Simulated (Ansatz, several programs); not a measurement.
Zincblende CaSe, relaxed with PBE in Ansatz (plane waves, PAW): the symmetry is F-43m (No. 216, cubic); conventional cell a = 6.589 Å, 35.76 Å³ an atom. Ca is surrounded by 4 Se at 2.85 Å; Se is surrounded by 4 Ca at 2.85 Å. The cell was then scaled with its shape and fractional coordinates held. Spin-unpolarised throughout. Whether this structure exists isn't addressed.

```csv
V (Å³/atom),E (meV/atom)
33.618,14.30
34.691,3.35
35.764,0.00
37.910,12.05
```

**Question.** Pass a cubic E = c₀ + c₁u + c₂u² + c₃u³, with u = V − 35.496 Å³, through these points.

**Answer.** c₀ = 0.18, c₁ = -1.458, c₂ = 2.971, c₃ = -0.1366 (meV and Å³).

**Question.** Where is the minimum, and what bulk modulus follows?

**Answer.** dE/du = 0 at u = +0.250, so V₀ = 35.75 Å³. B = V₀ d²E/dV² = 35.75 × (2c₂ + 6c₃u) = 35.75 × 5.737 = 205 meV/Å³, and 1 meV/Å³ is 0.16022 GPa: 33 GPa. A third-order Birch-Murnaghan fit to all five points gives 35.75 Å³ and 33 GPa.

**Question.** Predict the energy and the pressure at the withheld volume, 36.837 Å³.

**Answer.** With u = +1.341: E ≈ 3.24 meV and P = −dE/dV ≈ -0.92 GPa. The run gives 3.20 meV and, from its stress, -0.92 GPa.
